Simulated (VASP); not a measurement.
# BN (P6_3/mmc) in VASP: further runs

One crystal, BN, is run at these levels: PBE+D4; tasks: relaxation of cell and atoms, vibrations by finite differences.

Everything below comes from runs of VASP 6.6.1. Logs are shortened: lines on timing, memory, paths and dates and some standing lists are left out, and cuts for length are marked.

### Step 1. The structure

The structure is hexagonal, space group P6_3/mmc (No. 194). Conventional cell: a = 2.498 Å, b = 2.498 Å, c = 6.636 Å, α = 90.00°, β = 90.00°, γ = 120.00°. Around B (site symmetry -6m2) lie 3 N at 1.44 Å. N (site symmetry -6m2) is surrounded by 3 B at 1.44 Å.

### Step 2. Relaxation of cell and atoms, PBE+D4

File INCAR:

```
  PREC = Accurate
  ENCUT = 520
  EDIFF = 1E-7
  ISMEAR = 0
  SIGMA = 0.02
  LREAL = False
  LASPH = True
  NELM = 60
  ALGO = Normal
  ISIF = 3
  LWAVE = False
  LCHARG = False
  GGA = PE
  IVDW = 13
  IBRION = 2
  NSW = 80
  EDIFFG = -0.002
  KPAR = 4
```

File KPOINTS:

```
Automatic mesh
0
Gamma
  15 15 6
```

File POSCAR:

```
BN
1.0
    2.4982400000      0.0000000000      0.0000000000
   -1.2491200000      2.1635393000      0.0000000000
    0.0000000000      0.0000000000      6.6357000000
B N
2 2
Direct
    0.3333333300      0.6666666700      0.2500000000
    0.6666666700      0.3333333300      0.7500000000
    0.3333333300      0.6666666700      0.7500000000
    0.6666666700      0.3333333300      0.2500000000
```

Potentials or basis: VASP PAW PBE potentials, release 64 (B, N).

Launch:

```console
$ cat potpaw_PBE.64/B/POTCAR potpaw_PBE.64/N/POTCAR > POTCAR
$ mpirun -np 4 vasp_std > vasp.out
```

OUTCAR:

```text
PREC = Accurate
   ENCUT = 520
   EDIFF = 1E-7
   ISMEAR = 0
   LREAL = False
   LASPH = True
   NELM = 60
   ISIF = 3
   GGA = PE
   IVDW = 13
   IBRION = 2
   NSW = 80
   EDIFFG = -0.002

 ion  position               nearest neighbor table
   1  0.333  0.667  0.250-   4 1.44   4 1.44   4 1.44
   2  0.667  0.333  0.750-   3 1.44   3 1.44   3 1.44
   3  0.333  0.667  0.750-   2 1.44   2 1.44   2 1.44
   4  0.667  0.333  0.250-   1 1.44   1 1.44   1 1.44

  LATTYP: Found a hexagonal cell.
 ALAT       =     2.4982400000
 C/A-ratio  =     2.6561499296

  Lattice vectors:

 A1 = (   2.4982400000,   0.0000000000,   0.0000000000)
 A2 = (  -1.2491200000,   2.1635393000,   0.0000000000)
 A3 = (   0.0000000000,   0.0000000000,   6.6357000000)

Analysis of symmetry for initial positions (statically):
=====================================================================
 Subroutine PRICEL returns:
 Original cell was already a primitive cell.

 Routine SETGRP: Setting up the symmetry group for a
 hexagonal supercell.

 Subroutine GETGRP returns: Found 24 space group operations
 (whereof 12 operations were pure point group operations)
 out of a pool of 24 trial point group operations.

The static configuration has the point symmetry D_3d.
 The point group associated with its full space group is D_6h.

Analysis of symmetry for dynamics (positions and initial velocities):
=====================================================================
 Subroutine PRICEL returns:
 Original cell was already a primitive cell.

 Routine SETGRP: Setting up the symmetry group for a
 hexagonal supercell.

 Subroutine GETGRP returns: Found 24 space group operations
 (whereof 12 operations were pure point group operations)
 out of a pool of 24 trial point group operations.

The dynamic configuration has the point symmetry D_3d.
 The point group associated with its full space group is D_6h.

 Subroutine INISYM returns: Found 24 space group operations
 (whereof 12 operations are pure point group operations),
 and found     1 'primitive' translations

----------------------------------------------------------------------------------------

                                     Primitive cell

  volume of cell :      35.8662

  direct lattice vectors                    reciprocal lattice vectors
     2.498240000  0.000000000  0.000000000     0.400281798  0.231102805  0.000000000
    -1.249120000  2.163539300  0.000000000     0.000000000  0.462205609  0.000000000
     0.000000000  0.000000000  6.635700000     0.000000000  0.000000000  0.150700002

  length of vectors
     2.498240000  2.498239996  6.635700000     0.462205608  0.462205609  0.150700002

  position of ions in fractional coordinates (direct lattice)
     0.333333330  0.666666670  0.250000000
     0.666666670  0.333333330  0.750000000
     0.333333330  0.666666670  0.750000000
     0.666666670  0.333333330  0.250000000

  ion indices of the primitive-cell ions
   primitive index   ion index
                 1           1
                 2           2
                 3           3
                 4           4

----------------------------------------------------------------------------------------

 KPOINTS: Automatic mesh

Automatic generation of k-mesh.
 Grid dimensions read from file:
 generate k-points for:   15   15    6

 Generating k-lattice:

  Cartesian coordinates                     Fractional coordinates (reciprocal lattice)
     0.026685453  0.015406854  0.000000000     0.066666667 -0.000000000  0.000000000
     0.000000000  0.030813707  0.000000000     0.000000000  0.066666667  0.000000000
     0.000000000  0.000000000  0.025116667     0.000000000  0.000000000  0.166666667

  Length of vectors
     0.030813707  0.030813707  0.025116667

  Shift w.r.t. Gamma in fractional coordinates (k-lattice)
     0.000000000  0.000000000  0.000000000

 Subroutine IBZKPT returns following result:
 ===========================================

 Found    108 irreducible k-points:

 Following reciprocal coordinates:
            Coordinates               Weight
  0.000000  0.000000  0.000000      1.000000
  0.066667  0.000000  0.000000      6.000000
  0.133333 -0.000000  0.000000      6.000000
  0.200000 -0.000000  0.000000      6.000000
  0.266667 -0.000000  0.000000      6.000000
  0.333333  0.000000  0.000000      6.000000
[... 16 lines left out ...]
  0.333333  0.200000  0.000000     12.000000
  0.400000  0.200000  0.000000      6.000000
 [... further k-points ...]
   k-points           NKPTS =    108   k-points in BZ     NKDIM =    108   number of bands    NBANDS=     12
   number of dos      NEDOS =    301   number of ions     NIONS =      4
   total plane-waves  NPLWV =  20000
   dimension x,y,z NGX =    20 NGY =   20 NGZ =   50
   dimension x,y,z NGXF=    40 NGYF=   40 NGZF=  100
   ions per type =               2   2
   NGX,Y,Z   is equivalent  to a cutoff of  13.31, 13.31, 12.53 a.u.
   NGXF,Y,Z  is equivalent  to a cutoff of  26.62, 26.62, 25.05 a.u.
 SYSTEM =  unknown system
   PREC   = accura    normal or accurate (medium, high low for compatibility)
   ISTART =      0    job   : 0-new  1-cont  2-samecut
   ICHARG =      2    charge: 1-file 2-atom 10-const
   ISPIN  =      1    spin polarized calculation?
   LNONCOLLINEAR =      F non collinear calculations
   LSORBIT =      F    spin-orbit coupling
   LASPH  =      T    aspherical Exc in radial PAW
   ENCUT  =  520.0 eV  38.22 Ry    6.18 a.u.   4.65  4.65 12.34*2*pi/ulx,y,z
   NELM   =     60;   NELMIN=  2; NELMDL= -5     # of ELM steps
   EDIFF  = 0.1E-06   stopping-criterion for ELM
   LREAL  =      F    real-space projection
   EDIFFG = -.2E-02   stopping-criterion for IOM
   NSW    =     80    number of steps for IOM
   IBRION =      2    ionic relax: 0-MD 1-quasi-New 2-CG
   NFREE  =      1    steps in history (QN), initial steepest desc. (CG)
   ISIF   =      3    stress and relaxation
   ISYM   =      2    0-nonsym 1-usesym 2-fastsym
   POTIM  = 0.5000    time-step for ionic-motion
   TEBEG  =    0.0;   TEEND  =   0.0 temperature during run
   PSTRESS=    0.0 pullay stress
   NELECT =      16.0000    total number of electrons
   NUPDOWN=      -1.0000    fix difference up-down
   EMIN   =  10.00;   EMAX   =-10.00  energy-range for DOS
   EFERMI =   0.00;   METHOD = LEGACY
   ISMEAR =     0;   SIGMA  =   0.02  broadening in eV -4-tet -1-fermi 0-gaus
   EFERMI_NEDOS =   21; number of points for ismear=-14 and -15
   IALGO  =     38    algorithm
   IMIX   =      4    mixing-type and parameters
     AMIX     =   0.40;   BMIX     =  1.00
     AMIX_MAG =   1.60;   BMIX_MAG =  1.00
  volume/ion in A,a.u.               =       8.97        60.51
  Fermi-wavevector in a.u.,A,eV,Ry     =   1.250891  2.363842 21.289433  1.564729
  Thomas-Fermi vector in A             =   2.384864
   LORBIT       =      0    0 simple, 1 ext, 2 COOP (PROOUT), +10 PAW based schemes
   GGA     = PE    functional components
   LHFCALC =     F    Hartree Fock is set to
   AEXX    =    0.0000 exact exchange contribution
   IVDW    =    13    specifies the selected vdW correction
   LEPSILON=     F    determine dielectric tensor
   LRPA    =     F    only Hartree local field effects (RPA)
 conjugate gradient relaxation of ions
 non-spin polarized calculation
 Gauss-broadening in eV      SIGMA  =   0.02
  energy-cutoff  :      520.00
  volume of cell :       35.87
 maximum number of plane-waves:       985
 NGX is ok and might be reduce to    20
   NGX =  9   NGY =  9   NGZ = 25

--------------------------------------- Ionic step        1  -------------------------------------------

 number of electron      15.9999997 magnetization

 Free energy of the ion-electron system (eV)
  ---------------------------------------------------
  ext. energy  EPLUGINS =         0.00000000
  ---------------------------------------------------
  free energy    TOTEN  =       -35.14691838 eV

  energy without entropy =      -35.14691838  energy(sigma->0) =      -35.14691838

------------------------ aborting loop because EDIFF is reached ----------------------------------------

  DFT-D4 for vdW energy calculation

  Edisp (eV):   -0.64491

  FORCE on cell =-STRESS in cart. coord.  units (eV):
  Direction    XX          YY          ZZ          XY          YZ          ZX
  --------------------------------------------------------------------------------------
  -------------------------------------------------------------------------------------
  Total       0.90222     0.90222    -0.12114     0.00000     0.00000     0.00000
  in kB      40.30287    40.30287    -5.41123     0.00000     0.00000     0.00000
  external pressure =       25.06 kB  Pullay stress =        0.00 kB
[... 103 lines left out ...]
  FREE ENERGIE OF THE ION-ELECTRON SYSTEM (eV)
  ---------------------------------------------------
  free  energy   TOTEN  =       -35.7951946493 eV

  energy  without entropy=      -35.7951946493  energy(sigma->0) =      -35.79519465

[... ionic steps 4 to 8 ...]

--------------------------------------- Ionic step        9  -------------------------------------------

 number of electron      15.9999998 magnetization

------------------------ aborting loop because EDIFF is reached ----------------------------------------

  DFT-D4 for vdW energy calculation

  Edisp (eV):   -0.65351
[... 73 lines left out ...]
  energy  without entropy=      -35.7960301343  energy(sigma->0) =      -35.79603013

--------------------------------------- Ionic step       11  -------------------------------------------

 number of electron      15.9999998 magnetization

 Free energy of the ion-electron system (eV)
  ---------------------------------------------------
  ext. energy  EPLUGINS =         0.00000000
  ---------------------------------------------------
  free energy    TOTEN  =       -35.14265052 eV

  energy without entropy =      -35.14265052  energy(sigma->0) =      -35.14265052

 E-fermi :   2.5988     XC(G=0): -10.1733

 val. band max:        2.4340884674   @ k =   0.3333   0.2667   0.0000
 cond. band min:       6.6848481304   @ k =   0.4667   0.0667   0.0000
 fundamental gap:      4.2507596630
 Fermi energy:         2.5987825574

 k-point     1 :       0.0000    0.0000    0.0000
  band No.  band energies     occupation
      1     -15.4008      2.00000
      2     -15.0659      2.00000
      3      -3.8768      2.00000
      4      -1.5689      2.00000
      5       1.0565      2.00000
      6       1.0565      2.00000
      7       1.1008      2.00000
      8       1.1008      2.00000
      9       7.7629      0.00000
     10      12.8906      0.00000
     11      13.8985      0.00000
     12      13.8985      0.00000
[... 331 lines left out ...]
 k-point    24 :       0.4000    0.2000    0.0000
  band No.  band energies     occupation
      1     -11.8584      2.00000
      2     -11.7940      2.00000
      3      -6.0535      2.00000
      4      -5.9558      2.00000
      5      -3.5437      2.00000
      6      -3.4550      2.00000
      7       1.5199      2.00000
      8       2.3354      2.00000
      9       6.9675      0.00000
     10       7.8178      0.00000
     11      14.1407      0.00000
     12      14.3912      0.00000

 [... further k-points ...]

------------------------ aborting loop because EDIFF is reached ----------------------------------------

  DFT-D4 for vdW energy calculation

  Edisp (eV):   -0.65346

  FORCE on cell =-STRESS in cart. coord.  units (eV):
  Direction    XX          YY          ZZ          XY          YZ          ZX
  --------------------------------------------------------------------------------------
  -------------------------------------------------------------------------------------
  Total       0.00137     0.00137     0.00040     0.00000    -0.00000     0.00000
  in kB       0.06172     0.06172     0.01786     0.00000    -0.00000     0.00000
  external pressure =        0.05 kB  Pullay stress =        0.00 kB
[... 19 lines left out ...]
  FREE ENERGIE OF THE ION-ELECTRON SYSTEM (eV)
  ---------------------------------------------------
  free  energy   TOTEN  =       -35.7961069368 eV

  energy  without entropy=      -35.7961069368  energy(sigma->0) =      -35.79610694

 reached required accuracy - stopping structural energy minimisation
```

Run time: 67 s. Hardware: 4 MPI ranks of Intel Xeon Platinum 8488C (Sapphire Rapids), shared host; peak memory 0.17 GiB.

What came out:

```yaml
Free_energy: -35.7961 eV
Relaxed_volume: 8.89 Å³/atom
Relaxed_cell: a = 2.507 Å, b = 2.507 Å, c = 6.529 Å, α = 90.00°, β = 90.00°, γ = 120.00°
Space_group_after_relaxing_to_0.05_Å: P6_3/mmc (No. 194)
Energy_gained_by_relaxing: 1.1 meV/atom
Ionic_steps: 11
Pressure_after_relaxing: 0.0 GPa
Band_gap_on_the_k_mesh: 4.25 eV, indirect (least direct gap 4.63 eV)
Dispersion_energy_per_atom: -0.163 eV
```

Step by step:
```tsv
step	energy change (eV)	largest force (eV/Å)	pressure (GPa)	volume (Å³)
1	0.0000	0.0000	2.51	35.87
2	0.0088	0.0000	-5.12	36.60
3	-0.0034	0.0000	-0.20	36.12
4	-0.0034	0.0000	-0.15	36.11
5	-0.0035	0.0000	-0.13	36.07
6	-0.0038	0.0000	-0.09	35.94
7	-0.0042	0.0000	-0.01	35.69
8	-0.0039	0.0000	0.19	35.18
9	-0.0043	0.0000	0.05	35.55
10	-0.0042	0.0000	-0.40	35.59
11	-0.0043	0.0000	0.00	35.55
```

Final structure:
```yaml
crystal:
  lattice:
    - [2.50742, 0.00000, 0.00000]
    - [-1.25371, 2.17149, 0.00000]
    - [0.00000, 0.00000, 6.52908]
  atoms:
    - { symbol: B, position: [0.33333, 0.66667, 0.25000] }
    - { symbol: B, position: [0.66667, 0.33333, 0.75000] }
    - { symbol: N, position: [0.33333, 0.66667, 0.75000] }
    - { symbol: N, position: [0.66667, 0.33333, 0.25000] }
```

Caveat: an odd mesh through Γ misses points on the zone boundary, where band edges often lie.

(Part 1 of 2 ends here.)
